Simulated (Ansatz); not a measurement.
This PbSe structure is the end of a relaxation. The cell was found from a structure generator's guess, not taken from experiment.

All numbers below come from DFT PBE, scalar-relativistic, plane waves, PAW (Ansatz). Cutoff 420 eV, Γ-centred mesh, Gaussian smearing, no spin polarisation.

```yaml
crystal:
  lattice:
    - [0.00000, 3.45036, 3.45036]
    - [3.45036, 0.00000, 3.45036]
    - [3.45036, 3.45036, 0.00000]
  atoms:
    - { symbol: Pb, position: [0.00000, 0.00000, 0.00000] }
    - { symbol: Se, position: [0.25000, 0.25000, 0.25000] }
```

Formation energies are uncorrected and refer to the elements' standard structures at the same level.

Q: Find its symmetry and describe it.

A: F-43m (No. 216), the zinc blende type. Conventional cell: a = 6.901 Å. Around Pb lie 4 Se at 2.99 Å; around Se lie 4 Pb at 2.99 Å.

Q: What is its formation energy per atom?

A: −0.385 eV/atom. It lies below the elements, which doesn't yet make it stable against other compounds or structures.

Q: Is it a metal?

A: No, the gap on the 8×8×8 mesh is 0.67 eV.

Q: From what recipe could a structure generator have reached it?

A: One such recipe: ordered vacancies on the anion sites of fluorite (F-43m, No. 216). Other recipes can lead to the same cell.

The last run used an 8×8×8 mesh for its 2-atom cell and Gaussian smearing of 0.02 eV. Spin–orbit coupling, which can matter for Pb, is left out. Kohn–Sham gaps at this level usually fall short of measured ones. The missing spin–orbit coupling can work the other way here. The reference form of Se is held partly by dispersion forces, which this level lacks. A structure relaxed within its symmetry needn't be a true minimum.
